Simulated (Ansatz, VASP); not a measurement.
# TaInSe3: VASP beside Ansatz, part 2 of 3

Aim: how closely do two programs agree when they are given the same cell, functional and k mesh? The cell is generated by rule, not measured, and may not be a known phase. The cell is taken from a series of runs on this material, whose earlier steps may have relaxed, scaled, displaced or heated it; both programs get it as it stands.

VASP 6.6.1 and Ansatz 0.2.0.

So far: The structure; Ansatz: zone-centre phonons, PBEsol.

**3. VASP: zone-centre phonons, PBEsol**

Level of this step: PBEsol; plane waves and PAW (In_d, Ta_pv, Se); invented cell (VASP).

The same cell, functional, mesh and smearing now go to VASP, with its own data sets.

Lines of VASP's logs that name or quote its potential files are left out, and so is its time.

File INCAR:

```
SYSTEM = TaInSe3
PREC = Accurate
ENCUT = 500
EDIFF = 1E-08
NELM = 120
ISMEAR = 1
SIGMA = 0.15
LREAL = .FALSE.
ALGO = Normal
GGA = PS
NBANDS = 27
LASPH = .TRUE.
LORBIT = 11
LWAVE = .FALSE.
LCHARG = .FALSE.
ISIF = 2
IBRION = 8
GGA_COMPAT = .FALSE.
KPAR = 2
```

File POSCAR:

```
TaInSe3
1.0
    5.0300141183     -0.0126304168     -0.0126304168
   -0.0126304168      5.0300141183      0.0126304168
   -0.0126304168      0.0126304168      5.0300141183
In Ta Se
1 1 3
Direct
    0.0377365973      0.9622634027      0.9622634027
    0.4929164119      0.5070835881      0.5070835881
    0.4847482821      0.5152517179      0.0106201395
    0.4847482821      0.0106201395      0.5152517179
    0.9893798605      0.5152517179      0.5152517179
```

File KPOINTS:

```
Automatic mesh
0
Gamma
6 6 6
0 0 0
```

PAW data sets: In_d, Ta_pv and Se (PBE family, release 64).

On the command line:

```
$ mpirun -np 2 vasp_std
```

The log of the run:

```text
[banner, memory and clock lines left out]
running    2 mpi-ranks, on    1 nodes
 distrk:  each k-point on    1 cores,    2 groups
 distr:  one band on    1 cores,    1 groups

 POSCAR found type information on POSCAR InTaSe
 POSCAR found :  3 types and       5 ions
|                                                                             |
|               ----> ADVICE to this user running VASP <----                  |
|                                                                             |
|     You enforced a specific xc type in the INCAR file but a different       |
|     [... a line on the potential file left out ...]
|     I HOPE YOU KNOW WHAT YOU ARE DOING!                                     |
|                                                                             |

 LDA part: xc-table for (Slater+PW92), standard interpolation
 POSCAR, INCAR and KPOINTS ok, starting setup
 FFT: planning ... GRIDC
 FFT: planning ... GRID_SOFT
 FFT: planning ... GRID
 WAVECAR not read
 entering main loop
       N       E                     dE             d eps       ncg     rms          rms(c)
DAV:   1     0.352238413985E+03    0.35224E+03   -0.18645E+04  1728   0.153E+03
DAV:   2     0.751650784646E+01   -0.34472E+03   -0.33587E+03  1838   0.379E+02
DAV:   3    -0.293378674096E+02   -0.36854E+02   -0.35879E+02  2230   0.121E+02
DAV:   4    -0.308999030240E+02   -0.15620E+01   -0.15522E+01  2090   0.242E+01
DAV:   5    -0.309487468503E+02   -0.48844E-01   -0.48766E-01  2572   0.459E+00    0.161E+01
DAV:   6    -0.290901695916E+02    0.18586E+01   -0.12537E+01  1955   0.179E+01    0.657E+00
DAV:   7    -0.288986318701E+02    0.19154E+00   -0.21002E+00  2208   0.775E+00    0.475E+00
DAV:   8    -0.288420665229E+02    0.56565E-01   -0.24900E-01  2269   0.345E+00    0.392E-01
DAV:   9    -0.288425832152E+02   -0.51669E-03   -0.19480E-02  2337   0.113E+00    0.249E-01
DAV:  10    -0.288425014440E+02    0.81771E-04   -0.12909E-03  2642   0.304E-01    0.161E-01
DAV:  11    -0.288425503000E+02   -0.48856E-04   -0.29835E-04  2080   0.926E-02    0.330E-02
DAV:  12    -0.288425445987E+02    0.57012E-05   -0.10974E-04  2008   0.673E-02    0.133E-02
DAV:  13    -0.288425444412E+02    0.15753E-06   -0.58497E-06  2191   0.172E-02    0.623E-03
DAV:  14    -0.288425442412E+02    0.20002E-06   -0.20928E-06  2449   0.996E-03    0.136E-03
DAV:  15    -0.288425442565E+02   -0.15353E-07   -0.18809E-07  1973   0.267E-03    0.901E-04
DAV:  16    -0.288425442096E+02    0.46934E-07   -0.75318E-08  1897   0.204E-03    0.379E-04
DAV:  17    -0.288425442128E+02   -0.32387E-08   -0.60662E-09  1095   0.691E-04
   1 F= -.28842544E+02 E0= -.28844550E+02  d E =0.601597E-02
 Linear response reoptimize wavefunctions to high precision
DAV:   1    -0.288425442149E+02   -0.20182E-08   -0.15391E-09  1114   0.329E-04
DAV:   2    -0.288425442149E+02   -0.45929E-10   -0.44160E-10  1056   0.181E-04
 Linear response DOF=           4
 Linear response progress:
  Degree of freedom:   1/  4
       N       E                     dE             d eps       ncg     rms          rms(c)
RMM:   1    -0.237758440468E+00   -0.23776E+00   -0.19844E-01  4935   0.286E+00
RMM:   2    -0.240235901317E+00   -0.24775E-02   -0.82177E-03  5687   0.549E-01    0.594E-02
RMM:   3    -0.240089211559E+00    0.14669E-03   -0.12038E-03  6425   0.164E-01    0.189E-02
RMM:   4    -0.239995620295E+00    0.93591E-04   -0.12229E-04  7004   0.531E-02    0.136E-02
RMM:   5    -0.239983961367E+00    0.11659E-04   -0.15267E-05  6782   0.199E-02    0.537E-03
RMM:   6    -0.239988319662E+00   -0.43583E-05   -0.13764E-06  7342   0.854E-03    0.206E-03
RMM:   7    -0.239995776279E+00   -0.74566E-05   -0.60140E-07  6997   0.381E-03    0.111E-03
RMM:   8    -0.240001950972E+00   -0.61747E-05    0.15172E-08  6477   0.243E-03    0.224E-04
RMM:   9    -0.240001338245E+00    0.61273E-06    0.30768E-08  7623   0.122E-03    0.206E-04
RMM:  10    -0.240001960724E+00   -0.62248E-06   -0.11115E-07  7239   0.588E-04    0.818E-05
RMM:  11    -0.240002218755E+00   -0.25803E-06   -0.76407E-08  7721   0.333E-04    0.573E-05
RMM:  12    -0.240002309218E+00   -0.90463E-07    0.14245E-08  7522   0.204E-04    0.121E-05
RMM:  13    -0.240002327854E+00   -0.18636E-07   -0.21652E-08  7371   0.143E-04    0.174E-05
RMM:  14    -0.240002345204E+00   -0.17350E-07   -0.79124E-09  7975   0.110E-04    0.164E-05
RMM:  15    -0.240002336804E+00    0.84000E-08    0.20110E-08  7535   0.917E-05    0.170E-05
 first order change of Fermi-energy  -0.59319E-01
 force on displaced ion       1 direction 1 :  -0.371   0.162   0.162
 Linear response progress:
  Degree of freedom:   2/  4
       N       E                     dE             d eps       ncg     rms          rms(c)
RMM:   1    -0.167550095827E+00   -0.16755E+00    0.12360E+01  4001   0.210E+01
RMM:   2    -0.199431327762E+00   -0.31881E-01   -0.44771E-02  5878   0.124E+00    0.131E-01
RMM:   3    -0.198864855455E+00    0.56647E-03   -0.26428E-03  7390   0.240E-01    0.676E-02
RMM:   4    -0.198374032249E+00    0.49082E-03   -0.53169E-04  7248   0.107E-01    0.201E-02
RMM:   5    -0.198264828774E+00    0.10920E-03   -0.80740E-05  7898   0.386E-02    0.110E-02
RMM:   6    -0.198182391002E+00    0.82438E-04   -0.22280E-05  7837   0.179E-02    0.313E-03
RMM:   7    -0.198159438070E+00    0.22953E-04   -0.34108E-06  7871   0.754E-03    0.962E-04
RMM:   8    -0.198162146741E+00   -0.27087E-05   -0.26250E-06  7976   0.354E-03    0.560E-04
RMM:   9    -0.198165070200E+00   -0.29235E-05   -0.27493E-06  8084   0.185E-03    0.274E-04
RMM:  10    -0.198165798268E+00   -0.72807E-06   -0.12979E-06  7984   0.112E-03    0.697E-05
RMM:  11    -0.198166217660E+00   -0.41939E-06    0.19791E-08  7934   0.705E-04    0.252E-05
RMM:  12    -0.198166362472E+00   -0.14481E-06   -0.65852E-07  8428   0.470E-04    0.213E-05
RMM:  13    -0.198166449148E+00   -0.86676E-07   -0.58881E-08  7977   0.341E-04    0.134E-05
RMM:  14    -0.198166536649E+00   -0.87502E-07   -0.34760E-07  8569   0.253E-04    0.759E-06
RMM:  15    -0.198166583469E+00   -0.46820E-07   -0.81169E-08  7934   0.200E-04    0.299E-06
RMM:  16    -0.198166595278E+00   -0.11808E-07   -0.94921E-08  7888   0.161E-04    0.314E-06
RMM:  17    -0.198166603715E+00   -0.84372E-08   -0.84252E-08  7486   0.133E-04    0.329E-06
 first order change of Fermi-energy  -0.19456E-01
 force on displaced ion       2 direction 1 :  -4.556   0.042   0.042
 Linear response progress:
  Degree of freedom:   3/  4
       N       E                     dE             d eps       ncg     rms          rms(c)
RMM:   1    -0.897003859510E-01   -0.89700E-01    0.57639E-02 13388   0.107E+00
RMM:   2    -0.883531485659E-01    0.13472E-02   -0.57833E-03 11007   0.377E-01    0.361E-02
RMM:   3    -0.885563996167E-01   -0.20325E-03   -0.90659E-04 11229   0.151E-01    0.202E-02
RMM:   4    -0.887308835825E-01   -0.17448E-03   -0.13214E-04 11723   0.516E-02    0.875E-03
RMM:   5    -0.887854145171E-01   -0.54531E-04   -0.16285E-05 11941   0.178E-02    0.387E-03
RMM:   6    -0.887901843862E-01   -0.47699E-05   -0.17195E-06 12314   0.580E-03    0.113E-03
RMM:   7    -0.887911422254E-01   -0.95784E-06   -0.28012E-07 12002   0.206E-03    0.452E-04
RMM:   8    -0.887910873677E-01    0.54858E-07   -0.13601E-07 11623   0.841E-04    0.185E-04
RMM:   9    -0.887913121719E-01   -0.22480E-06   -0.79751E-08 12910   0.393E-04    0.860E-05
RMM:  10    -0.887914513891E-01   -0.13922E-06    0.22739E-08 12480   0.195E-04    0.308E-05
RMM:  11    -0.887914300090E-01    0.21380E-07   -0.16075E-07 13418   0.117E-04    0.105E-05
RMM:  12    -0.887914261471E-01    0.38619E-08   -0.92152E-08 12868   0.899E-05    0.393E-06
 first order change of Fermi-energy   0.45009E-01
 force on displaced ion       3 direction 1 :  -1.454   0.122  -0.025
 Linear response progress:
  Degree of freedom:   4/  4
       N       E                     dE             d eps       ncg     rms          rms(c)
RMM:   1    -0.957448377072E-01   -0.95745E-01    0.88379E-02  8175   0.136E+00
RMM:   2    -0.937540836098E-01    0.19908E-02   -0.69635E-03  6750   0.376E-01    0.157E-01
RMM:   3    -0.939640176042E-01   -0.20993E-03   -0.20732E-03  6197   0.203E-01    0.767E-02
RMM:   4    -0.944070757493E-01   -0.44306E-03   -0.57579E-04  6610   0.980E-02    0.266E-02
RMM:   5    -0.944846232349E-01   -0.77547E-04   -0.67099E-05  6854   0.445E-02    0.901E-03
RMM:   6    -0.945330547636E-01   -0.48432E-04   -0.14257E-05  7212   0.179E-02    0.399E-03
RMM:   7    -0.945372818519E-01   -0.42271E-05   -0.31929E-06  6941   0.820E-03    0.220E-03
RMM:   8    -0.945396590701E-01   -0.23772E-05   -0.59080E-07  7141   0.326E-03    0.315E-04
RMM:   9    -0.945407143336E-01   -0.10553E-05   -0.20196E-07  7199   0.119E-03    0.234E-04
RMM:  10    -0.945413527598E-01   -0.63843E-06    0.71550E-08  7173   0.568E-04    0.591E-05
RMM:  11    -0.945414072188E-01   -0.54459E-07   -0.82375E-08  7741   0.260E-04    0.318E-05
RMM:  12    -0.945413090454E-01    0.98173E-07   -0.35058E-08  7641   0.124E-04    0.915E-06
RMM:  13    -0.945413733853E-01   -0.64340E-07   -0.16527E-08  7638   0.827E-05    0.381E-06
RMM:  14    -0.945413706625E-01    0.27228E-08    0.17443E-08  7820   0.657E-05    0.253E-06
 first order change of Fermi-energy   0.10399E-01
 force on displaced ion       3 direction 3 :  -0.033   0.033 -11.587
 Linear response finished
```

(Continued in part 3 of 3.)

[Lines on the potential files, build, host, timing and source positions are cut from VASP's logs without a mark.]

[Logs are printed without paths, hosts, clocks, repeated set-up lines and the standing remarks that a program may print on its own settings, such as how far it seeks lower states.]

[Hosts, paths, dates, database ids (printed as entryN), source tags and the programs' standing remarks are cut or masked in the printed files.]
